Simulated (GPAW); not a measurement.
Runs of GPAW 26.7.0 on SnO2. The typed cell holds 6 atoms: a = 3.234 Å, b = 5.151 Å, c = 5.602 Å, α = 111.25°, β = 90.00°, γ = 90.00°. The cell comes from a database or a generator and needn't be the stable form of this composition.

```tsv
task	level	potentials or basis	cutoff (eV)	smearing	maxiter	convergence	response ecut	kernel	response k mesh	gap on the mesh (eV)	pressure (GPa)	largest force (eV/Å)
single point	PBE	GPAW PAW data sets (gpaw-data 1.2.1), pw	650	fermi-dirac 0.05 eV	120	default	-	-	-	1.86	-3.4	0.82
dielectric tensor	PBE	GPAW PAW data sets (gpaw-data 1.2.1), pw	600	fermi-dirac 0.001 eV	150	-	80 eV	LR0.1	5 × 4 × 3	1.86	-	-
dielectric tensor	PBE	GPAW PAW data sets (gpaw-data 1.2.1), pw	600	fermi-dirac 0.001 eV	150	-	80 eV	RPA	5 × 4 × 3	1.86	-	-
second-harmonic response	LDA	the program's PAW data sets (release 1.2.1) made for this functional, pw	650	fermi-dirac 0.001 eV	150	-	-	-	6 × 4 × 4	1.69	-	-
dielectric tensor	PBE	GPAW PAW data sets (gpaw-data 1.2.1), pw	600	fermi-dirac 0.001 eV	150	-	80 eV	Bootstrap	5 × 4 × 3	1.86	-	-
single point	PBE	GPAW PAW data sets (gpaw-data 1.2.1), pw	600	fermi-dirac 0.05 eV	120	default	-	-	-	1.86	(a)	0.82
dielectric tensor	PBE	GPAW PAW data sets (gpaw-data 1.2.1), pw	600	fermi-dirac 0.001 eV	150	-	80 eV	ALDA	5 × 4 × 3	1.86	-	-
```

Alike in all rows: no spin polarisation; cell a zone-boundary wave of random shape, sigma 0.02 Å; k mesh 5 × 4 × 3.

Problem. Estimate the missing entries.

Solution. (a) -5.5.

Caveats: spin-orbit coupling is left out, which moves the levels of the heavy elements; an odd mesh through Γ misses points on the zone boundary, where band edges often lie (some runs); the long-wavelength limit can be off by a per cent or two (some runs); the cutoff is short for stress and forces, so pressures can be off by a GPa or more (some runs); independent particles: no local fields, no excitons, no shift of the gap (some runs).

A k mesh can miss the band edges, and the runs leave out spin-orbit coupling on Sn.
